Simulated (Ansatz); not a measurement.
Runs of Ansatz 0.2.0 on P. The cell holds a slab with vacuum, 4 atoms: a = 3.284 Å, b = 34.857 Å, c = 4.632 Å, α = 90.00°, β = 90.00°, γ = 90.00°. 

| task | level | cell | k mesh | cutoff (eV) | target pressure (GPa) | gap on the mesh (eV) | largest force (eV/Å) |
| --- | --- | --- | --- | --- | --- | --- | --- |
| projected density of states | LDA | as given | 5 × 1 × 4 | 420 | - | 0.84 | 0.18 |
| projected density of states | r2SCAN0 | as given | 5 × 1 × 4 | 500 | - | (c) | (a) |
| projected density of states | PBEsol | as given | 5 × 1 × 4 | 420 | - | 0.88 | 0.27 |
| relaxation of cell and atoms | PBEsol | relaxed | 8 × 1 × 6 | 420 | 0 | 0.70 | - |
| projected density of states | r2SCAN | as given | 5 × 1 × 4 | 500 | - | (b) | 0.09 |
| projected density of states | PBE0 | as given | 5 × 1 × 4 | 420 | - | 2.29 | 0.13 |
| projected density of states | HSE06 | as given | 5 × 1 × 4 | 420 | - | 1.60 | 0.13 |

Alike in all rows: potentials or basis Ansatz PAW; no spin polarisation; smearing fermi-dirac 0.05 eV.

**Question.** Fill in the values left out.

**Answer.** (a) 0.14; (b) 1.10; (c) 2.38.

Caveats: the PAW data sets come from PBE, with cores solved anew for the run's functional, which leaves a small shift of forces and pressure; odd divisions of the mesh miss points on the zone boundary, where band edges often lie, so the gap on the mesh can be too wide (some runs); the thresholds are loose for stress (some runs); the plane-wave basis is chosen anew once the cell has moved, so the energies of steps on either side of that aren't comparable (some runs).

A k mesh can miss the band edges.
